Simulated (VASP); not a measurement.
GaN: equation of state with PBE

GaN:

```
CELL_PARAMETERS angstrom
0.00000 2.25350 2.25350
2.25350 0.00000 2.25350
2.25350 2.25350 0.00000
ATOMIC_POSITIONS crystal
Ga 0.00000 0.00000 0.00000
N 0.25000 0.25000 0.25000
```

The cell is a database's computed one.

```yaml
Program: VASP 6.6.1
Task: equation of state
Functional: PBE
Potentials_or_basis: VASP PAW PBE potentials, release 64 (Ga_d, N)
Cutoff: 520 eV
k_mesh: 10 × 10 × 10
Occupations: fermi-dirac, width 0.05 eV
Spin: no spin polarisation
Further_INCAR_settings: ALGO = Normal; EDIFF = 1e-07; NBANDS = 16
```

```json
{
 "Equilibrium volume": "11.77 Å³/atom",
 "Bulk modulus": "170 GPa",
 "Pressure derivative of the bulk modulus": "4.4"
}
```

Energy against volume, from the lowest point:
```csv
volume (Å³/atom),energy (meV/atom)
10.757,54.42
10.986,31.27
11.215,14.94
11.444,4.71
11.673,0.00
11.902,0.24
12.131,4.92
```

All runs of the series together: 2.6 min on 1 thread of Intel(R) Xeon(R) Platinum 8375C CPU @ 2.90GHz (Ice Lake), with other jobs on the host.
